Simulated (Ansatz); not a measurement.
# CrO2 (P4_2/mnm) in Ansatz: notebook, part 2 of 2

Ansatz 0.2.0. Earlier steps stand in the parts before.

## Step 6: Single point, PBEsol, non-collinear spin, random start

Contents of input.yaml:

```yaml
crystal:
  lattice:
    - [4.421, 0.0, 0.0]
    - [0.0, 4.421, 0.0]
    - [0.0, 0.0, 2.917]
  atoms:
    - { symbol: Cr, position: [0.5, 0.5, 0.5], spin: 1.62, spin_axis: [-0.682, 0.768, 1.253] }
    - { symbol: Cr, position: [0.0, 0.0, 0.0], spin: 1.3, spin_axis: [-1.043, -0.77, 0.1] }
    - { symbol: O, position: [0.801, 0.199, 0.5] }
    - { symbol: O, position: [0.699, 0.699, 0.0] }
    - { symbol: O, position: [0.199, 0.801, 0.5] }
    - { symbol: O, position: [0.301, 0.301, 0.0] }
hamiltonian:
  xc: pbesol
  pseudopotentials: { kind: paw }
magnetization:
  noncollinear: true
  spin_orbit: false
kpoints:
  mp_grid: { grid: [5, 5, 7] }
scf:
  occupations: { method: fermi_dirac, width: 0.05 }
output:
  forces: true
  stress: true
  eigenvalues: true
```

Potentials or basis: Ansatz PAW.

Started as:

```bash
$ ansatz run input.yaml --threads 2 --pin off --max-ram 5632MiB --backend cpu --events-out ev --progress --plain --runs-dir out
```

The log of the run:

```text
Warning: RAYON_NUM_THREADS=2 ignored (pool sized by the plan → 2); use --threads N
Engine: ansatz 0.2.0, x86_64-unknown-linux-gnu
Pseudopotentials: kind: paw
[... 100 lines left out ...]
--- Band table (eV; the first three rows and the last of 36) ---
  k-point 0: bands = ["-62.5332", "-62.5275", "-60.3191", "-60.3125", "-34.0561", "-34.0561", "-33.9245", "-33.9245", "-33.8515", "-33.8360", "-32.0837", "-32.0837", "-31.7373", "-31.7373", "-31.5157", "-31.4973", "-9.1066", "-9.1047", "-7.3833", "-7.3529", "-6.9680", "-6.9679", "-6.9143", "-6.9142", "2.9280", "3.3287", "3.6104", "4.0639", "4.1525", "4.3587", "5.2897", "5.2898", "5.7485", "5.7486", "6.7154", "6.7154", "6.7164", "6.7164", "7.1526", "7.1885", "8.9401", "8.9738", "9.0960", "9.2742", "9.2742", "9.4013", "9.4013", "9.4112", "9.5185", "9.5577", "9.5577", "9.7511", "10.0017", "11.5113", "11.5218", "11.7929", "11.8005", "11.8006", "11.8166", "11.9094", "13.2969", "13.6262", "14.3493", "14.3493"]
  k-point 1: bands = ["-62.5304", "-62.5253", "-60.3160", "-60.3100", "-34.0528", "-34.0528", "-33.9203", "-33.9202", "-33.8818", "-33.8680", "-32.0806", "-32.0806", "-31.7313", "-31.7313", "-31.5503", "-31.5339", "-8.9142", "-8.9105", "-7.3263", "-7.2943", "-7.0109", "-7.0108", "-6.9580", "-6.9579", "3.1981", "3.5802", "3.7877", "4.3013", "4.3042", "4.5970", "5.0806", "5.0807", "5.4810", "5.4810", "6.4701", "6.6205", "7.1038", "7.1038", "7.1401", "7.1401", "7.8058", "8.1443", "8.4516", "8.4516", "8.8214", "8.8214", "9.4233", "9.5567", "9.6744", "9.7538", "9.7995", "10.3856", "10.3856", "11.4683", "11.7964", "11.9343", "11.9622", "12.0996", "12.0996", "12.1276", "13.4982", "13.6015", "14.0126", "14.0126"]
  k-point 2: bands = ["-62.5239", "-62.5204", "-60.3089", "-60.3048", "-34.0454", "-34.0454", "-33.9491", "-33.9398", "-33.9106", "-33.9105", "-32.0738", "-32.0737", "-31.7178", "-31.7177", "-31.6271", "-31.6161", "-8.4133", "-8.4030", "-7.2536", "-7.2190", "-7.1085", "-7.1084", "-7.0573", "-7.0572", "3.8583", "4.1774", "4.1999", "4.6236", "4.9600", "4.9601", "4.9893", "5.2866", "5.3440", "5.3440", "5.4148", "5.6504", "6.4616", "6.7955", "7.3792", "7.3793", "7.5645", "7.5646", "7.6688", "7.6688", "7.9680", "7.9681", "8.6097", "8.8121", "9.8036", "9.9515", "10.1705", "11.0559", "11.0559", "11.4712", "11.5998", "12.1687", "12.5867", "12.6394", "12.6560", "12.6560", "13.1336", "13.5904", "13.5904", "14.1186"]
  k-point 35: bands = ["-62.5176", "-62.5175", "-60.3019", "-60.3018", "-34.0427", "-34.0402", "-33.9998", "-33.9968", "-33.9030", "-33.9028", "-32.0695", "-32.0691", "-31.7091", "-31.7073", "-31.6839", "-31.6827", "-7.5033", "-7.4679", "-7.4280", "-7.3955", "-7.3169", "-7.2744", "-7.2687", "-7.2341", "3.9194", "4.1787", "4.2055", "4.2165", "4.3203", "4.4452", "4.4946", "4.5888", "5.3775", "5.6725", "5.8404", "6.0646", "6.5013", "6.5098", "6.7519", "6.7890", "7.6285", "7.7857", "7.9995", "8.1426", "8.6974", "8.8107", "8.9346", "8.9723", "9.9197", "10.0553", "10.0766", "10.5715", "10.6919", "11.1886", "11.6860", "12.0512", "12.4935", "12.7408", "12.7631", "12.8651", "12.8740", "13.5281", "13.7706", "14.0943"]
```

Wall time 88 s (2 threads of Intel Xeon Platinum 8259CL at 2.50GHz (Skylake/Cascade Lake), shared host); peak memory 0.59 GiB.

What came out:

```yaml
Free_energy: -8943.3174 eV
Pressure: -6.4 GPa
Largest_force: 0.346 eV/Å
Band_gap_on_the_k_mesh: none (metal or under the smearing width)
Net_moment: 4.00 μB per cell
Absolute_moment: 4.58 μB per cell
```

Forces in eV/Å, atoms in the order of the input:
```
Cr   0.000  0.000  0.000
Cr   0.000  0.000  0.000
O    0.245 -0.245  0.000
O   -0.245 -0.245  0.000
O   -0.245  0.245  0.000
O    0.245  0.245  0.000
```

Levels at points of the mesh, in eV from the Fermi level:
| k point | band 48 | band 49 | band 50 | band 51 | band 52 | band 53 | band 54 | band 55 | band 56 | band 57 |
| --- | --- | --- | --- | --- | --- | --- | --- | --- | --- | --- |
| (0.00, 0.00, 0.00) | -1.28 | -1.17 | -1.14 | -1.14 | -0.94 | -0.69 | 0.82 | 0.83 | 1.10 | 1.11 |

Moments on the atoms (μB; x, y, z):
```
Cr  -1.52 -0.08  1.13
Cr  -1.52 -0.08  1.13
O   -0.24 -0.01  0.18
O   -0.24 -0.01  0.18
O   -0.24 -0.01  0.18
O   -0.24 -0.01  0.18
```

Caveat: the pressure holds a Pulay correction of +1.0 GPa for the finite cutoff; semilocal functionals often make such compounds metallic where correlation or magnetic order opens a gap, which also shifts bond lengths; the PAW data sets come from PBE, with cores solved anew for the run's functional, which leaves a small shift of forces and pressure; the starting moments weren't kept. With open d or f shells a metallic result of PBEsol can be an artefact of self-interaction; +U or a hybrid may open a gap.

## Step 7: The runs side by side

| spin | k mesh | gap on the mesh (eV) | pressure (GPa) | moment (μB) | largest force (eV/Å) |
| --- | --- | --- | --- | --- | --- |
| collinear, random start | 6 × 6 × 9 | none | -6.4 | 4.00 | 0.34 |
| collinear, ferromagnetic start | 6 × 6 × 9 | none | -6.4 | 4.00 | 0.34 |
| non-collinear, random start | 5 × 5 × 7 | none | -6.4 | 4.00 | 0.35 |

Alike in all rows: task single point; level PBEsol; potentials or basis Ansatz PAW; cell as given; cutoff (eV) 420; smearing fermi-dirac 0.05 eV.

Every run on the cell as given and a fine mesh finds a metal.

Caveats: semilocal functionals often make such compounds metallic where correlation or magnetic order opens a gap, which also shifts bond lengths; the PAW data sets come from PBE, with cores solved anew for the run's functional, which leaves a small shift of forces and pressure; the starting moments weren't kept (some runs).

Absolute energies hang on the potentials; compare differences alone.
